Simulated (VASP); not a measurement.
Al2O3:

```
Al O
1.0
     3.01748    0.00000    0.00000
    -1.50874    2.61322    0.00000
     0.00000    0.00000    7.57464
Al O
2 3
Cartesian
  0.0000 0.0000 5.4693
  0.0000 0.0000 2.1054
  0.0000 0.0000 3.7873
  1.5087 0.8711 6.0638
  0.0000 1.7421 1.5108
```

Measurements of this composition are mostly on another form, of space group No. 167.

```yaml
Program: VASP 6.6.1
Task: relaxation of cell and atoms
Functional: r2SCAN
Potentials_or_basis: VASP PAW PBE potentials, release 64 (Al, O)
Cutoff: 600 eV
k_mesh: 10 × 10 × 4
Occupations: gaussian, width 0.05 eV
Spin: no spin polarisation
```

At the start: pressure -5.8 GPa; volume 11.95 Å³/atom.

**Question.** How do energy, volume and symmetry change on relaxing?

**Answer.** Over 7 steps the energy falls by 7.9 meV/atom and the volume is 11.57 Å³/atom (-3.1 %); space group P-3m1 (No. 164, to 0.05 Å).

The path:
```
step  energy change (eV)  largest force (eV/Å)  pressure (GPa)  volume (Å³)
   1              0.0000                0.4155           -5.79        59.73
   2              0.0060                0.5787            6.94        56.07
   3             -0.0383                0.2107           -0.05        57.92
   4             -0.0338                0.4968            0.05        57.73
   5             -0.0394                0.0147           -0.03        57.86
   6             -0.0394                0.0134           -0.04        57.86
   7             -0.0394                0.0029            0.00        57.85
```

Final structure:
```yaml
crystal:
  lattice:
    - [2.98369, 0.00000, 0.00000]
    - [-1.49184, 2.58395, 0.00000]
    - [0.00000, 0.00000, 7.50318]
  atoms:
    - { symbol: Al, position: [0.00000, 0.00000, 0.72207] }
    - { symbol: Al, position: [0.00000, 0.00000, 0.27793] }
    - { symbol: O, position: [0.00000, 0.00000, 0.50000] }
    - { symbol: O, position: [0.66667, 0.33333, 0.79923] }
    - { symbol: O, position: [0.33333, 0.66667, 0.20077] }
```

Caveat: the PAW data sets were made with another functional, which shifts forces and pressure a little.
